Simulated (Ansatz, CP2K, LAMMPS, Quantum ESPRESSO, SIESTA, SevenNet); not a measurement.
# Amorphous TiO2 at 3.05 g/cm³ (84 atoms): relaxed, then solved by several programs

Aim: relax amorphous TiO2 at 3.05 g/cm³ (84 atoms), then compare forces, pressure and levels from several programs at that geometry.

All numbers are calculated, not measured.

### 1. Set-up

The cell holds 84 atoms (28 Ti and 56 O), with edges of 10.67, 10.67 and 10.67 Å. Recipe: 84 atoms (28 Ti, 56 O) placed at random at 3.05 g/cm³, melted at 5000 K for 10 ps at fixed volume with the Morse and Coulomb pair potential with partial charges (Pedone, Malavasi, Menziani, Cormack and Segre, J. Phys. Chem. B 110, 11780 (2006)). Quenched from 5000 K to 300 K at 50 K/ps and fixed volume, held 5 ps, then minimised at fixed cell. Then the atoms were relaxed with SevenNet l3i5 in the fixed cell. Then the atoms were relaxed with CP2K double zeta, PBE.

### 2. The relaxation

CP2K double zeta (DZVP-MOLOPT-SR, GTH-PBE potentials, 640 Ry; k-points Γ) took 6 geometry steps and reached its thresholds. It started from the geometry that SevenNet l3i5 had relaxed.

Run time: 11 min. Hardware: 4 MPI ranks of Arm Neoverse V2, shared host; peak memory 3.8 GiB.

```csv
,before,after
energy (meV/atom),0,-0.6
Ti-O bonds under 2.64 Å,124 at 1.886 Å,124 at 1.885 Å
```

Atoms moved by 0.02 Å r.m.s. and 0.03 Å at most, with the common shift taken off.

### 3. Structure of the relaxed cell

Density 3.05 g/cm³, 14.48 Å³ an atom.

Pair distribution functions g(r), in bins of 0.2 Å:

```csv
r (Å),total,O-O,O-Ti,Ti-Ti
1.70,1.01,0.00,2.27,0.00
1.90,3.51,0.00,7.88,0.00
2.10,0.26,0.00,0.57,0.00
2.30,0.03,0.00,0.06,0.00
2.50,0.13,0.20,0.10,0.00
2.70,0.71,1.51,0.09,0.00
2.90,1.67,3.58,0.18,0.00
3.10,1.26,2.38,0.23,0.89
3.30,0.79,0.91,0.44,1.70
3.50,0.95,0.71,0.61,3.31
3.70,0.90,0.74,0.86,1.66
3.90,1.09,0.76,1.60,0.40
4.10,1.03,0.70,1.44,0.72
4.30,1.11,0.47,1.87,0.66
4.50,1.10,0.44,1.60,1.77
4.70,1.26,0.96,1.57,1.18
4.90,0.95,0.93,1.02,0.82
5.10,0.94,1.17,0.69,0.99
```

Bonds by pair of elements; cutoffs follow the first minimum of g(r), held within bounds set by covalent radii, and pairs that aren't listed don't count as bonded:

```csv
pair A-B,cutoff (Å),bonds,mean length (Å),spread (Å),shortest (Å),B about A,A about B
O-Ti,2.64,124,1.89,0.14,1.71,2.21,4.43
```

How many atoms have how many bonded neighbours:

```csv
element,mean,2,3,4,5,6
O,2.21,44,12,0,0,0
Ti,4.43,0,0,17,10,1
```

Bond angles, per cent of each kind in bins of 5°:

```csv
angle (°),O-Ti-O,Ti-O-Ti
70–75,1.8,0.0
75–80,3.2,0.0
80–85,4.6,0.0
85–90,6.0,1.2
90–95,6.5,0.0
95–100,9.7,2.5
100–105,12.0,6.2
105–110,20.3,7.5
110–115,15.7,5.0
115–120,6.5,0.0
120–125,3.2,11.3
125–130,1.4,10.0
130–135,0.5,10.0
135–140,1.4,5.0
140–145,1.8,7.5
145–150,0.5,6.2
150–155,0.5,8.8
155–160,0.5,3.8
160–165,0.5,7.5
165–170,1.8,5.0
170–175,0.5,0.0
175–180,1.4,2.5
```

Bond angles (no mean is given where the spread exceeds 20°):

```csv
angle,count,mean (°),spread (°)
O-Ti-O,217,108,19.6
Ti-O-Ti,80,-,-
```

Bond length by coordination (bonds to H left out):

```csv
element,coordination,atoms,mean bond length (Å)
O,2,44,1.83
O,3,12,2.01
Ti,4,17,1.83
Ti,5,10,1.94
Ti,6,1,1.98
```

Rings of the network by King's shortest-path rule, up to 12 atoms, one path for each pair of neighbours; H, halogens, alkali and alkaline-earth atoms are left out, and the last column divides by all other atoms, bonded or not:

```csv
ring size (atoms),rings,per network atom
4,5,0.06
6,6,0.071
8,21,0.25
10,39,0.464
12,29,0.345
```

First main peaks of g(r), for some of the pairs, lie near 2.9 Å (O-O), 1.8 Å (O-Ti) and 3.5 Å (Ti-Ti). By these cutoffs 79 % of O atoms have 2 and 61 % of Ti atoms have 4 bonded neighbours. Bonds at O atoms with 2 neighbours average 1.83 Å, against 2.01 Å at those with 3. Rings of 10 atoms are the most common (39 % of those counted); sizes run from 4 to 12, where the search stops.

### 4. The plane-wave reference

Quantum ESPRESSO 7.5: Kohn-Sham DFT, PBE, SSSP efficiency 1.3.0 pseudopotentials, plane waves. Its input for the relaxed cell:

```
&control
  calculation = 'scf'
  pseudo_dir = './pseudo'
  outdir = './tmp'
  disk_io = 'none'
  tprnfor = .true.
  tstress = .true.
/
&system
  ibrav = 0
  nat = 84
  ntyp = 2
  ecutwfc = 60
  ecutrho = 480
  nosym = .true.
  occupations = 'smearing'
  smearing = 'fd'
  degauss = 0.003675
/
&electrons
  conv_thr = 4.2e-07
  electron_maxstep = 100
  mixing_beta = 0.4
  mixing_mode = 'plain'
  diagonalization = 'david'
/
ATOMIC_SPECIES
Ti 47.867 Ti.upf
O 15.999 O.upf
CELL_PARAMETERS angstrom
10.67450 0.00000 0.00000
0.00000 10.67450 0.00000
0.00000 0.00000 10.67450
ATOMIC_POSITIONS crystal
Ti 0.80354 0.30967 0.00336
Ti 0.63480 0.68690 0.58971
Ti 0.03399 0.54150 0.21485
[... 79 atom lines left out ...]
O 0.95284 0.48356 0.64053
O 0.71269 0.81541 0.50652
K_POINTS gamma
```

Run time: 4.7 min. Hardware: 4 MPI ranks of Arm Neoverse V2, shared host; peak memory 4.1 GiB.

### 5. All levels at this geometry

CPU times are from a shared host and are rough.

| level | basis or training data | k-points | own r.m.s. force (meV/Å) | difference from the reference (meV/Å) | pressure (GPa) | Kohn-Sham gap (eV) | CPU time | memory (GiB) |
| --- | --- | --- | --- | --- | --- | --- | --- | --- |
| QE, PBE | plane waves, SSSP efficiency, 60/480 Ry | Γ | 31 | - | -0.21 | 2.63 | 19 min | 4.1 |
| SIESTA DZP, PBE | DZP orbitals, shift 0.01 Ry, mesh 400 Ry | Γ | 59 | 73 | -0.45 | 2.48 | 5 min | 2.2 |
| SevenNet l3i5 | trained on PBE(+U) plane-wave data | - | 69 | 76 | 1.36 | - | 9.8 s | 1.4 |

The gap is the spacing of the highest filled and lowest empty Kohn-Sham level on the mesh; a dash marks partly filled levels, a spacing under 0.15 eV or a method without such levels.

### 6. Findings

Relaxation in the fixed cell lowers the energy by 1 meV/atom at its own level and moves atoms by up to 0.03 Å. The reference finds an r.m.s. force of 31 meV/Å there and a pressure of -0.21 GPa, at a geometry that CP2K double zeta made. Forces differ from the reference's by 73 meV/Å (SIESTA DZP, PBE) and 76 meV/Å (SevenNet l3i5).

CP2K double zeta is at its own minimum here, so the reference's force is itself a measure of how the two differ. Pressures lie +1.6 GPa (SevenNet l3i5) and -0.2 GPa (SIESTA DZP, PBE) from the reference's. The highest filled and lowest empty levels lie 2.63 eV apart in the reference, against 2.48 eV in SIESTA DZP, PBE. By these cutoffs 79 % of O atoms have 2 and 61 % of Ti atoms have 4 bonded neighbours. Rings of 10 atoms are the most common (39 % of those counted); sizes run from 4 to 12, where the search stops.

Caveats: The density was set by the recipe and held. One sample of a disordered cell; defect or tail levels can set the gap. Gaps are read on the mesh, which holds the band edges only if they fold onto it, and semilocal functionals tend to put them under measured ones. The quench rate of 50 K/ps is many orders above laboratory rates, so the cell is likely richer in defects and strain than a real sample. The reference samples only Γ, in a cell whose shortest periodic width is 11 Å. The plane-wave runs aren't exact: their cutoffs and mesh weren't converged further here. SIESTA's automatically made basis is far from complete, and its potentials were converted by us (checked for H, C, O, Si, Ge and Ca alone). Where levels are smeared, the DFT runs use Fermi–Dirac occupations at 580 K (0.05 eV), and energies are free energies.

[Logs are printed without paths, hosts, clocks, repeated set-up lines and the standing remarks that a program may print on its own settings, such as how far it seeks lower states.]

[Hosts, paths, dates, database ids (printed as entryN), source tags and the programs' standing remarks are cut or masked in the printed files.]
